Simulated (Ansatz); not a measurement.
**Work and stress of cleavage in AlN**

These are results of DFT PBEsol, scalar-relativistic, plane waves, PAW in Ansatz, not measurements. Cutoff 420 eV, Γ-centred 8×8×2 k-points, Gaussian smearing of 0.05 eV. No spin polarisation. Energies are free energies at this smearing, counted from the undisturbed cell; pressure is positive in compression.

The undisturbed cell (relaxed at this level; this rock-salt form isn't the usual structure):

```
Al N
1.0
    -2.02262   -2.02262    0.00000
     2.02262   -2.02262    0.00000
     0.00000    0.00000   12.13573
Al N
6 6
Cartesian
  0.0000 0.0000 1.0111
  0.0000 -2.0226 3.0337
  0.0000 0.0000 5.0564
  0.0000 -2.0226 7.0790
  0.0000 0.0000 9.1016
  0.0000 -2.0226 11.1242
  0.0000 -2.0226 1.0111
  0.0000 0.0000 3.0337
  0.0000 -2.0226 5.0564
  0.0000 0.0000 7.0790
  0.0000 -2.0226 9.1016
  0.0000 0.0000 11.1242
```

The cut lies on the cell's a–b face, a (0 0 1) plane (indices in the standard cell, whose axes needn't be the Cartesian ones shown) of area 8.18 Å², between layers 2.02 Å apart. Vector c is lengthened by d along the normal with the atoms' Cartesian places fixed: one unrelaxed cut a cell. The traction is positive where the two halves pull on each other.

```
d (Å) energy (J/m²) traction (GPa)
-0.30           1.93          -170.3
-0.15           0.35           -54.0
 0.00           0.00             0.0
 0.25           0.45            28.0
 0.50           1.18            28.0
 0.75           1.81            21.8
 1.00           2.27            15.5
 1.50           2.81             7.2
 2.00           3.06             3.1
 3.00           3.20             0.5
 4.50           3.23             0.0
 6.00           3.23             0.0
```

Q: What are the work of separation and the cleavage stress, and do they fit the universal binding curve?

A: The energy levels off near W ≈ 3.23 J/m² (the traction is down to 0.0 GPa), the energy of the two unrelaxed faces, 1.61 J/m² each on average. The largest sampled traction is 28.0 GPa at d = 0.50 Å, and a parabola through it and its two neighbours peaks at σ_max ≈ 28.8 GPa, d ≈ 0.38 Å. The curve E = W[1 − (1 + d/ℓ)exp(−d/ℓ)] peaks in traction at d = ℓ with σ_max = W/(eℓ); with 1 J/m² per Å = 10 GPa this W and σ_max give ℓ = 0.41 Å. A parabola through that curve at the same three d peaks at 0.45 Å, against 0.38 Å here, so the traction peaks closer in than on that curve. Real crystals break at far lower stress, because cracks concentrate it, and on the plane of lowest W, which needn't be this one.

The cut is rigid; relaxing the faces lowers these energies and usually the stresses.

Cost: 12 runs of about 1.6 core-minutes in all, on Arm Neoverse V2 (shared hosts).